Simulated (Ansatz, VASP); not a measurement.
Given: the input of a run of VASP 6.6.1 on SiC.

The input INCAR:

```
SYSTEM = SiC
PREC = Accurate ; ENCUT = 520
EDIFF = 1E-7 ; ISMEAR = -1
SIGMA = 0.05 ; LREAL = .False.
LASPH = .True. ; NELM = 100
ALGO = Normal ; ISIF = 2
LWAVE = .False. ; LCHARG = .False.
GGA = PS ; NBANDS = 26
```

KPOINTS

```
Automatic mesh
0
Gamma
  10 10 3
  0 0 0
```

The input POSCAR:

```
SiC
1.0
    3.1360171929      0.0000000000      0.0000000000
   -1.5680085964      2.7158705557      0.0000000000
    0.0000000000      0.0000000000     10.2681602811
Si C
4 4
Direct
    0.0000000000      0.0000000000      0.1878943800
    0.0000000000      0.0000000000      0.6878943800
    0.3333333333      0.6666666667      0.4378419800
    0.6666666667      0.3333333333      0.9378419800
    0.0000000000      0.0000000000      0.0004600500
    0.0000000000      0.0000000000      0.5004600500
    0.3333333333      0.6666666667      0.2498025900
    0.6666666667      0.3333333333      0.7498025900
```

Potentials or basis: VASP PAW PBE potentials, release 64 (Si, C).

Command:

```sh
$ cat potpaw_PBE.64/Si/POTCAR potpaw_PBE.64/C/POTCAR > POTCAR
$ mpirun -np 1 vasp_std > vasp.out
```

Task: Set up the same calculation for Ansatz 0.2.0. Potentials there: all-electron LAPW, scalar-relativistic.

Result: As run (the cutoff follows the program's own potentials):

File input.yaml:

```yaml
crystal:
  lattice:
    - [3.1360171929, 0.0, 0.0]
    - [-1.5680085964, 2.7158705557, 0.0]
    - [0.0, 0.0, 10.2681602811]
  atoms:
    - { symbol: Si, position: [0.0, 0.0, 0.18789438] }
    - { symbol: Si, position: [0.0, 0.0, 0.68789438] }
    - { symbol: Si, position: [0.3333333333, 0.6666666667, 0.43784198] }
    - { symbol: Si, position: [0.6666666667, 0.3333333333, 0.93784198] }
    - { symbol: C, position: [0.0, 0.0, 0.00046005] }
    - { symbol: C, position: [0.0, 0.0, 0.50046005] }
    - { symbol: C, position: [0.3333333333, 0.6666666667, 0.24980259] }
    - { symbol: C, position: [0.6666666667, 0.3333333333, 0.74980259] }
kpoints:
  mp_grid: { grid: [10, 10, 3] }
scf:
  occupations: { method: fermi_dirac, width: 0.05 }
hamiltonian:
  xc: pbesol
  pseudopotentials: { kind: all_electron, lapw: { basis_error: 0.001 } }
output:
  forces: true
  stress: true
  eigenvalues: true
```

Potentials or basis: all-electron LAPW, scalar-relativistic.

Command:

```sh
$ ansatz run input.yaml --threads 4 --pin off --max-ram 12288MiB --backend cpu --events-out ev --progress --plain --runs-dir out
```

Both were run:

|  | VASP | Ansatz | Ansatz less VASP |
| --- | --- | --- | --- |
| gap on the k mesh at the Fermi level (eV) | 2.09 | 2.10 | +0.007 |
| least direct gap on the mesh (eV) | 3.20 | 3.21 | +0.008 |
| pressure (GPa) | -10.9 | -11.2 | -0.33 |
| rms of the force components (eV/Å) | 0.005 | 0.005 | +0.0002 |

Atom by atom the forces differ by 0.001 eV/Å (rms over components). Ansatz ran all-electron here, so the differences hold the error of VASP's frozen core and of both bases.

Caveats: an odd mesh through Γ misses points on the zone boundary, where band edges often lie; the PAW data sets were made with another functional, which shifts forces and pressure a little (VASP).
